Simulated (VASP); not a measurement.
**SiO2 in VASP: one cell, several levels of theory**

SiO2 in the rutile structure is computed at one geometry. Runs: PBE, r2SCAN, LDA, PBEsol. The results are then set beside those of Ansatz 0.2.0 for the same cell.

Program: VASP 6.6.1. PAW datasets, plane waves. No spin polarisation and no zero-point or thermal motion.

## 1. Starting point

The cell comes from an earlier relaxation with r2SCAN in another program.

Space group P4_2/mnm (No. 136), tetragonal; a = 4.185 Å, c = 2.669 Å in the conventional setting, 7.79 Å³ an atom. Near Si stand 6 O at 1.76–1.81 Å; near O stand 3 Si at 1.76–1.81 Å.

The structure in full:

```
CELL_PARAMETERS angstrom
4.18519 0.00000 0.00000
0.00000 4.18519 0.00000
0.00000 0.00000 2.66884
ATOMIC_POSITIONS crystal
Si 0.00000 0.00000 0.00000
Si 0.50000 0.50000 0.50000
O 0.30610 0.30610 0.00000
O 0.19390 0.80610 0.50000
O 0.80610 0.19390 0.50000
O 0.69390 0.69390 0.00000
```

## 2. Single point with PBE

INCAR

```
ENCUT = 520.000000
SIGMA = 0.020000
EDIFF = 1.00e-07
GGA = PE
PREC = Accurate
IBRION = -1
ISIF = 2
ISMEAR = -1
NBANDS = 25
NELM = 120
NSW = 0
LASPH = .TRUE.
LCHARG = .FALSE.
LWAVE = .FALSE.
LREAL = .FALSE.
```

KPOINTS

```
KPOINTS created by Atomic Simulation Environment
0
Gamma
6 6 10
0 0 0
```

KPOINTS_OPT

```
special points
6
Reciprocal
0.0000000000 0.0000000000 0.0000000000 1
0.0000000000 0.5000000000 0.0000000000 1
0.5000000000 0.5000000000 0.0000000000 1
0.0000000000 0.0000000000 0.5000000000 1
0.0000000000 0.5000000000 0.5000000000 1
0.5000000000 0.5000000000 0.5000000000 1
```

POSCAR

```
Si O
 1.0000000000000000
     4.1851888035665503    0.0000000000000000   -0.0000000000000000
    -0.0000000000000000    4.1851888035665503   -0.0000000000000000
    -0.0000000000000000   -0.0000000000000000    2.6688398892931899
 Si  O
   2   4
Cartesian
  0.0000000000000000  0.0000000000000000  0.0000000000000000
  2.0925944017832747  2.0925944017832747  1.3344199446465950
  1.2810905169717908  1.2810905169717908 -0.0000000000000000
  0.8115038848114841  3.3736849187550662  1.3344199446465950
  3.3736849187550662  0.8115038848114841  1.3344199446465950
  2.9040982865947589  2.9040982865947589 -0.0000000000000000
```

Potentials: the recommended PBE PAW datasets, 32 valence electrons in the neutral cell.

Run with:

```console
> mpirun -np 1 vasp_std
```

Printed to the terminal (iteration lines stand in OSZICAR):

```text
POSCAR found type information on POSCAR SiO
 POSCAR found :  2 types and       6 ions
 LDA part: xc-table for (Slater+PW92), standard interpolation
 POSCAR, INCAR and KPOINTS ok, starting setup
 FFT: planning ... GRIDC
 FFT: planning ... GRID_SOFT
 FFT: planning ... GRID
 WAVECAR not read
 entering main loop
 Start KPOINTS_OPT (optional k-point list driver)
k-point batch [1-6\6]
```

OSZICAR:

```text
N       E                     dE             d eps       ncg     rms          rms(c)
DAV:   1     0.138124114128E+03    0.13812E+03   -0.17744E+04  3016   0.124E+03
DAV:   2    -0.437786481454E+02   -0.18190E+03   -0.17428E+03  3834   0.279E+02
DAV:   3    -0.508607647296E+02   -0.70821E+01   -0.70490E+01  3978   0.524E+01
DAV:   4    -0.509062461274E+02   -0.45481E-01   -0.45467E-01  3514   0.489E+00
DAV:   5    -0.509065954694E+02   -0.34934E-03   -0.34928E-03  4050   0.411E-01    0.175E+01
DAV:   6    -0.462076422295E+02    0.46990E+01   -0.13204E+01  3824   0.244E+01    0.806E+00
DAV:   7    -0.462489232652E+02   -0.41281E-01   -0.77556E-01  3793   0.512E+00    0.293E+00
DAV:   8    -0.462630628688E+02   -0.14140E-01   -0.25876E-02  3724   0.139E+00    0.109E+00
DAV:   9    -0.462696841520E+02   -0.66213E-02   -0.96352E-03  3839   0.831E-01    0.264E-01
DAV:  10    -0.462698877116E+02   -0.20356E-03   -0.44036E-04  3733   0.151E-01    0.427E-02
DAV:  11    -0.462698713513E+02    0.16360E-04   -0.74632E-05  3949   0.626E-02    0.781E-03
DAV:  12    -0.462698722905E+02   -0.93918E-06   -0.49741E-06  3629   0.160E-02    0.328E-03
DAV:  13    -0.462698724117E+02   -0.12114E-06   -0.55667E-07  3924   0.533E-03    0.376E-03
DAV:  14    -0.462698723977E+02    0.13907E-07   -0.13278E-08  2387   0.810E-04
   1 F= -.46269872E+02 E0= -.46269872E+02  d E =-.191647E-11
       N       E                     dE             ncg
DAV:   1     0.424581228988E+04   -0.46940E+04      300
DAV:   2     0.320938757237E+04   -0.10364E+04      380
DAV:   3     0.316751265697E+04   -0.41875E+02      399
DAV:   4     0.316721090199E+04   -0.30175E+00      375
DAV:   5     0.316720823737E+04   -0.26646E-02      398
DAV:   6     0.316720819395E+04   -0.43419E-04      376
DAV:   7     0.316720819298E+04   -0.97215E-06      389
DAV:   8     0.316720819295E+04   -0.23023E-07      303
```

The lines after F= are the extra pass for the points of KPOINTS_OPT, at fixed density; their E is not a total energy.

From OUTCAR:

```text
k-points           NKPTS =     60   k-points in BZ     NKDIM =     60   number of bands    NBANDS=     25

   NELECT =      32.0000    total number of electrons

   dimension x,y,z NGX =    32 NGY =   32 NGZ =   20
   dimension x,y,z NGXF=    64 NGYF=   64 NGZF=   40

  energy-cutoff  :      520.00
  volume of cell :       46.75
      direct lattice vectors                 reciprocal lattice vectors
     4.185188804  0.000000000  0.000000000     0.238937847  0.000000000  0.000000000
     0.000000000  4.185188804  0.000000000     0.000000000  0.238937847  0.000000000
     0.000000000  0.000000000  2.668839889     0.000000000  0.000000000  0.374694639

 k-points in reciprocal lattice and weights: KPOINTS created by Atomic Simulation Env
   0.00000000  0.00000000  0.00000000       0.003
   0.16666667  0.00000000  0.00000000       0.011
   0.33333333  0.00000000  0.00000000       0.011
   0.50000000  0.00000000  0.00000000       0.006
   0.16666667  0.16666667  0.00000000       0.011
   0.33333333  0.16666667  0.00000000       0.022
   0.50000000  0.16666667  0.00000000       0.011
   0.33333333  0.33333333  0.00000000       0.011
[... 52 more k-points ...]

 E-fermi :   8.6070

 k-point     1 :       0.0000    0.0000    0.0000
  band No.  band energies     occupation
      1     -14.3560      2.00000
      2     -10.7415      2.00000
      3     -10.7415      2.00000
      4     -10.5157      2.00000
      5      -2.6703      2.00000
      6       1.7665      2.00000
      7       1.7665      2.00000
      8       1.9725      2.00000
      9       2.8121      2.00000
     10       3.0959      2.00000
     11       5.0616      2.00000
     12       5.0616      2.00000
     13       5.6722      2.00000
     14       7.3108      2.00000
     15       7.3108      2.00000
     16       8.1876      2.00000
     17      13.7298      0.00000
     18      14.8891      0.00000
     19      16.6747      0.00000
     20      16.6747      0.00000
     21      19.3192      0.00000
     22      19.8400      0.00000
     23      22.4029      0.00000
     24      22.4029      0.00000
     25      23.9722      0.00000

 k-point     2 :       0.1667    0.0000    0.0000
  band No.  band energies     occupation
      1     -14.2113      2.00000
      2     -11.4028      2.00000
      3     -10.6685      2.00000
      4     -10.1597      2.00000
      5      -2.4737      2.00000
      6       1.0238      2.00000
      7       1.8340      2.00000
      8       2.4904      2.00000
      9       2.9213      2.00000
     10       3.6712      2.00000
     11       4.8021      2.00000
     12       5.1240      2.00000
     13       5.7169      2.00000
     14       6.7216      2.00000
     15       7.2617      2.00000
     16       7.9713      2.00000
     17      14.1725      0.00000
     18      15.1307      0.00000
     19      16.7386      0.00000
     20      16.7561      0.00000
     21      19.7466      0.00000
     22      20.0629      0.00000
     23      21.6511      0.00000
     24      21.8387      0.00000
     25      23.7700      0.00000

 k-point     3 :       0.3333    0.0000    0.0000
  band No.  band energies     occupation
      1     -13.7886      2.00000
      2     -12.2875      2.00000
      3     -10.4729      2.00000
      4     -10.0690      2.00000
      5      -1.9320      2.00000
      6      -0.1000      2.00000
      7       2.5018      2.00000
      8       3.2356      2.00000
      9       3.4141      2.00000
     10       4.1820      2.00000
     11       4.2761      2.00000
     12       5.2913      2.00000
     13       5.4298      2.00000
     14       5.6754      2.00000
     15       7.1469      2.00000
     16       7.4577      2.00000
     17      15.1095      0.00000
     18      15.7191      0.00000
     19      16.9373      0.00000
     20      17.1134      0.00000
     21      19.5664      0.00000
     22      20.2503      0.00000
     23      20.7077      0.00000
     24      22.0606      0.00000
     25      23.0863      0.00000

[... the tables of k-points 4 to 60 left out ...]

  Total        2.6640353      2.6640353      3.2109025      0.0000000      0.0000000      0.0000000
  in kB       91.3057072     91.3057072    110.0487394      0.0000000      0.0000000      0.0000000
  external PRESSURE =      97.5533846 kB  Pullay stress =       0.0000000 kB

 POSITION                                       TOTAL-FORCE (eV/Angst)
 -----------------------------------------------------------------------------------
      0.00000      0.00000      0.00000         0.000000      0.000000      0.000000
      2.09259      2.09259      1.33442         0.000000      0.000000      0.000000
      1.28109      1.28109      0.00000        -0.070978     -0.070978      0.000000
      0.81150      3.37368      1.33442         0.070978     -0.070978      0.000000
      3.37368      0.81150      1.33442        -0.070978      0.070978     -0.000000
      2.90410      2.90410      0.00000         0.070978      0.070978     -0.000000
 -----------------------------------------------------------------------------------
    total drift:                                0.000000     -0.000000      0.000000

  FREE ENERGIE OF THE ION-ELECTRON SYSTEM (eV)
  ---------------------------------------------------
  free  energy   TOTEN  =       -46.2698723977 eV

  energy  without entropy=      -46.2698723977  energy(sigma->0) =      -46.26987240
```

Hardware: 1 MPI rank of Intel Xeon Platinum 8488C, shared host.

The levels at the points of KPOINTS_OPT are read from vasprun.xml.

Near the gap, in eV above the top of the last filled band v; c is the band after it:

```csv
point,v−1,v,c,c+1
Γ,-0.88,0.00,5.54,6.70
X,-1.07,-1.07,7.70,7.70
M,-2.27,-2.27,7.38,7.38
Z,-2.67,-2.67,9.05,9.05
R,-1.75,-1.75,8.75,8.75
A,-1.55,-1.55,7.14,7.14
```

The PBE gap is 5.54 eV, direct at Γ. Pressure: 9.76 GPa, and the largest force is 0.100 eV/Å, on atom 3 (O).

## 3. r2SCAN

INCAR

```
ENCUT = 520.000000
SIGMA = 0.010000
EDIFF = 1.00e-07
ALGO = Normal
METAGGA = R2SCAN
PREC = Accurate
IBRION = -1
ISIF = 2
ISMEAR = 0
NBANDS = 25
NELM = 120
NSW = 0
LASPH = .TRUE.
LCHARG = .FALSE.
LWAVE = .FALSE.
LREAL = .FALSE.
```

KPOINTS is that of step 2.

KPOINTS_OPT is that of step 2.

POSCAR is that of step 2.

Run with:

```console
> mpirun -np 1 vasp_std
```

Printed to the terminal (iteration lines stand in OSZICAR):

```text
POSCAR found type information on POSCAR SiO
 POSCAR found :  2 types and       6 ions
 -----------------------------------------------------------------------------
|                                                                             |
|                                                                             |
|     You enforced a specific xc type in the INCAR file but a different       |
|     I HOPE YOU KNOW WHAT YOU ARE DOING!                                     |
|                                                                             |
 -----------------------------------------------------------------------------

 LDA part: xc-table for (None), standard interpolation
 POSCAR, INCAR and KPOINTS ok, starting setup
 FFT: planning ... GRIDC
 FFT: planning ... GRID_SOFT
 FFT: planning ... GRID
 WAVECAR not read
 entering main loop
 Start KPOINTS_OPT (optional k-point list driver)
k-point batch [1-6\6]
```

OSZICAR:

```text
N       E                     dE             d eps       ncg     rms          rms(c)
DAV:   1     0.122013436651E+03    0.12201E+03   -0.18193E+04  3016   0.127E+03
DAV:   2    -0.655409765866E+02   -0.18755E+03   -0.17966E+03  3858   0.288E+02
DAV:   3    -0.728235881936E+02   -0.72826E+01   -0.72495E+01  3964   0.537E+01
DAV:   4    -0.728681159822E+02   -0.44528E-01   -0.44511E-01  3530   0.489E+00
DAV:   5    -0.728684408422E+02   -0.32486E-03   -0.32480E-03  4056   0.403E-01    0.179E+01
DAV:   6    -0.585315152437E+02    0.14337E+02   -0.83094E+00  3839   0.182E+01    0.989E+00
DAV:   7    -0.587237361987E+02   -0.19222E+00   -0.16331E+00  3919   0.842E+00    0.364E+00
DAV:   8    -0.587791795617E+02   -0.55443E-01   -0.82039E-02  3483   0.234E+00    0.104E+00
DAV:   9    -0.587857966292E+02   -0.66171E-02   -0.28232E-02  3856   0.118E+00    0.369E-01
DAV:  10    -0.587856090076E+02    0.18762E-03   -0.12284E-03  3780   0.263E-01    0.164E-01
DAV:  11    -0.587856479831E+02   -0.38975E-04   -0.98460E-05  3683   0.825E-02    0.995E-03
DAV:  12    -0.587856480716E+02   -0.88583E-07   -0.22567E-06  3876   0.120E-02    0.609E-03
DAV:  13    -0.587856479388E+02    0.13285E-06   -0.65459E-07  3820   0.579E-03    0.225E-03
DAV:  14    -0.587856479334E+02    0.53515E-08   -0.27188E-08  2311   0.124E-03
   1 F= -.58785648E+02 E0= -.58785648E+02  d E =-.773174E-90
       N       E                     dE             ncg
DAV:   1     0.413416348156E+04   -0.48056E+04      308
DAV:   2     0.307510870179E+04   -0.10591E+04      372
DAV:   3     0.303300259236E+04   -0.42106E+02      391
DAV:   4     0.303271584215E+04   -0.28675E+00      366
DAV:   5     0.303271355436E+04   -0.22878E-02      400
DAV:   6     0.303271352075E+04   -0.33608E-04      390
DAV:   7     0.303271352009E+04   -0.66372E-06      376
DAV:   8     0.303271352007E+04   -0.13562E-07      287
```

Parts of OUTCAR:

```text
k-points           NKPTS =     60   k-points in BZ     NKDIM =     60   number of bands    NBANDS=     25

   NELECT =      32.0000    total number of electrons

   dimension x,y,z NGX =    32 NGY =   32 NGZ =   20
   dimension x,y,z NGXF=    64 NGYF=   64 NGZF=   40

  energy-cutoff  :      520.00
  volume of cell :       46.75
      direct lattice vectors                 reciprocal lattice vectors
     4.185188804  0.000000000  0.000000000     0.238937847  0.000000000  0.000000000
     0.000000000  4.185188804  0.000000000     0.000000000  0.238937847  0.000000000
     0.000000000  0.000000000  2.668839889     0.000000000  0.000000000  0.374694639

 k-points in reciprocal lattice and weights: KPOINTS created by Atomic Simulation Env
   0.00000000  0.00000000  0.00000000       0.003
   0.16666667  0.00000000  0.00000000       0.011
   0.33333333  0.00000000  0.00000000       0.011
   0.50000000  0.00000000  0.00000000       0.006
   0.16666667  0.16666667  0.00000000       0.011
   0.33333333  0.16666667  0.00000000       0.022
   0.50000000  0.16666667  0.00000000       0.011
   0.33333333  0.33333333  0.00000000       0.011
[... 52 more k-points ...]

 E-fermi :   7.9284

 k-point     1 :       0.0000    0.0000    0.0000
  band No.  band energies     occupation
      1     -15.7435      2.00000
      2     -12.1600      2.00000
      3     -12.1600      2.00000
      4     -11.9007      2.00000
      5      -3.2429      2.00000
      6       1.2824      2.00000
      7       1.2824      2.00000
      8       1.4719      2.00000
      9       2.3307      2.00000
     10       2.6123      2.00000
     11       4.6109      2.00000
     12       4.6109      2.00000
     13       5.2696      2.00000
     14       6.9058      2.00000
     15       6.9058      2.00000
     16       7.7882      2.00000
     17      14.2972      0.00000
     18      15.4247      0.00000
     19      17.2598      0.00000
     20      17.2598      0.00000
     21      19.8353      0.00000
     22      20.5706      0.00000
     23      23.3006      0.00000
     24      23.3006      0.00000
     25      24.7706      0.00000

 k-point     2 :       0.1667    0.0000    0.0000
  band No.  band energies     occupation
      1     -15.5972      2.00000
      2     -12.7903      2.00000
      3     -12.0878      2.00000
      4     -11.5762      2.00000
      5      -3.0365      2.00000
      6       0.5285      2.00000
      7       1.3398      2.00000
      8       2.0067      2.00000
      9       2.4427      2.00000
     10       3.1982      2.00000
     11       4.3554      2.00000
     12       4.6754      2.00000
     13       5.3047      2.00000
     14       6.3140      2.00000
     15       6.8546      2.00000
     16       7.5727      2.00000
     17      14.7422      0.00000
     18      15.6743      0.00000
     19      17.3056      0.00000
     20      17.3457      0.00000
     21      20.3066      0.00000
     22      20.8019      0.00000
     23      22.4876      0.00000
     24      22.6750      0.00000
     25      24.5858      0.00000

 k-point     3 :       0.3333    0.0000    0.0000
  band No.  band energies     occupation
      1     -15.1702      2.00000
      2     -13.6648      2.00000
      3     -11.8948      2.00000
      4     -11.4951      2.00000
      5      -2.4751      2.00000
      6      -0.6100      2.00000
      7       2.0169      2.00000
      8       2.7647      2.00000
      9       2.9442      2.00000
     10       3.7267      2.00000
     11       3.8256      2.00000
     12       4.8488      2.00000
     13       4.9929      2.00000
     14       5.2518      2.00000
     15       6.7358      2.00000
     16       7.0566      2.00000
     17      15.6986      0.00000
     18      16.2886      0.00000
     19      17.5329      0.00000
     20      17.6758      0.00000
     21      20.2109      0.00000
     22      20.9834      0.00000
     23      21.4704      0.00000
     24      22.8412      0.00000
     25      23.9858      0.00000

[... the tables of k-points 4 to 60 left out ...]

  Total        0.0296450      0.0296450      0.2915156      0.0000000      0.0000000      0.0000000
  in kB        1.0160352      1.0160352      9.9912467      0.0000000      0.0000000      0.0000000
  external PRESSURE =       4.0077724 kB  Pullay stress =       0.0000000 kB

 POSITION                                       TOTAL-FORCE (eV/Angst)
 -----------------------------------------------------------------------------------
      0.00000      0.00000      0.00000         0.000000      0.000000      0.000000
      2.09259      2.09259      1.33442         0.000000      0.000000      0.000000
      1.28109      1.28109      0.00000        -0.015201     -0.015201      0.000000
      0.81150      3.37368      1.33442         0.015201     -0.015201      0.000000
      3.37368      0.81150      1.33442        -0.015201      0.015201      0.000000
      2.90410      2.90410      0.00000         0.015201      0.015201      0.000000
 -----------------------------------------------------------------------------------
    total drift:                                0.000000     -0.000000      0.000000

  FREE ENERGIE OF THE ION-ELECTRON SYSTEM (eV)
  ---------------------------------------------------
  free  energy   TOTEN  =       -58.7856479334 eV

  energy  without entropy=      -58.7856479334  energy(sigma->0) =      -58.78564793
```

Hardware: 1 MPI rank of Intel Xeon Platinum 8488C, shared host.

The levels at the points of KPOINTS_OPT are read from vasprun.xml.

Near the gap, in eV above the top of the last filled band v; c is the band after it:

```csv
point,v−1,v,c,c+1
Γ,-0.88,0.00,6.51,7.64
X,-1.08,-1.08,8.70,8.70
M,-2.32,-2.32,8.39,8.39
Z,-2.71,-2.71,10.14,10.14
R,-1.80,-1.80,9.81,9.81
A,-1.60,-1.60,8.15,8.15
```

Gap with r2SCAN: 6.51 eV, direct (Γ). Pressure: 0.40 GPa, and the largest force is 0.021 eV/Å, on atom 3 (O).

(Part 1 of 2 ends here.)
